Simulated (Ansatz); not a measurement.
From the elastic tensor of HfO2 at 18 GPa (stress–strain coefficients) to moduli and sound speeds

The calculation used Ansatz 0.2.0, DFT PBE, scalar-relativistic, plane waves, PAW. Cutoff 420 eV, 8×8×8 k-points (Γ-centred), fixed occupations. No spin polarisation.

The structure is cubic, space group Fm-3m (No. 225). The conventional cell has a = 4.990 Å, b = 4.990 Å, c = 4.990 Å, α = 90.00°, β = 90.00°, γ = 90.00°. Around Hf (site symmetry m-3m) lie 8 O at 2.16 Å. Around O (site symmetry -43m) lie 4 Hf at 2.16 Å.

Spin–orbit coupling is left out, which can shift energies with elements as heavy as these. Other phases may be more stable at this pressure.

Relaxed-ion constants (GPa, on the Cartesian axes of the calculation):
```
644.4 156.2 156.2   0.0   0.0   0.0
156.2 644.4 156.2   0.0   0.0   0.0
156.2 156.2 644.4   0.0   0.0   0.0
  0.0   0.0   0.0  76.8   0.0   0.0
  0.0   0.0   0.0   0.0  76.8   0.0
  0.0   0.0   0.0   0.0   0.0  76.8
```

Density 11.252 g/cm³; 3 atoms in 31.06 Å³.

The values that follow are for a polycrystal of randomly turned grains, by Hill's mean where one number stands. In a crystal this anisotropic the Voigt and Reuss bounds lie far apart, so Hill's mean and the sound speeds and Debye temperature from it are rough.

With S = C⁻¹: B_V = (C11+C22+C33+2(C12+C13+C23))/9, G_V = (C11+C22+C33−C12−C13−C23+3(C44+C55+C66))/15, 1/B_R = S11+S22+S33+2(S12+S13+S23), 15/G_R = 4(S11+S22+S33−S12−S13−S23)+3(S44+S55+S66); Hill is their mean. Then v_l = √((B+4G/3)/ρ), v_t = √(G/ρ), v_m = [(2/v_t³+1/v_l³)/3]^(−1/3) and Θ = (ħ/k_B)·v_m·(6π²n/V)^(1/3) for n atoms in the volume V; E = 9BG/(3B+G), ν = (3B−2G)/(2(3B+G)) and A^U = 5G_V/G_R + B_V/B_R − 6.

```
Bulk modulus, Voigt / Reuss / Hill          : 319.0 / 319.0 / 319.0 GPa
Shear modulus, Voigt / Reuss / Hill         : 143.7 / 105.8 / 124.7 GPa
Young's modulus                             : 331 GPa
Poisson ratio                               : 0.327
Pugh ratio B/G                              : 2.56
Universal anisotropy index                  : 1.79
Longitudinal and transverse sound speeds    : 6567 and 3329 m/s
Debye temperature from the mean sound speed : 510 K
```

This fluorite-type form isn't the usual stable structure of the compound at low pressure.

Cost: 1 run of about 0.33 core-minutes, on Intel Xeon Platinum 8488C (Sapphire Rapids) (shared hosts).